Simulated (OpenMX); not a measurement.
CuAu in OpenMX: the effect of biaxial strain

The system is CuAu.

```xyz
2
Lattice="1.3853 0.7998 4.2562 -1.3853 0.7998 4.2562 0.0000 -1.5996 4.2562" Properties=species:S:1:pos:R:3 pbc="T T T"
Au    0.0000    0.0000    0.0000
Cu    0.0000    0.0000    6.3843
```

The cell comes from a database or a generator and needn't be the stable form of this composition.

Alike in all runs:

```yaml
Program: OpenMX 3.8.5
Task: single point
Functional: PBE
Potentials_or_basis: OpenMX 2013 PBE set, Au7.0-s3p2d2f1, Cu6.0H-s3p2d2, grid cutoff 500 Ry
k_mesh: 9 × 9 × 9
Occupations: fermi-dirac, width 0.05 eV
Spin: no spin polarisation
```

One run gave: pressure 5.8 GPa. Which biaxial strain did it use?
A. 2 %
B. -2 %
C. -4 %
D. 4 %
E. 0 %

E.

```csv
biaxial strain,pressure (GPa)
-4 %,20.8
-2 %,12.1
0 %,5.8
2 %,-0.4
4 %,-4.1
```

Caveats: the basis of atomic orbitals isn't converged, which shifts pressures, moduli and gaps.
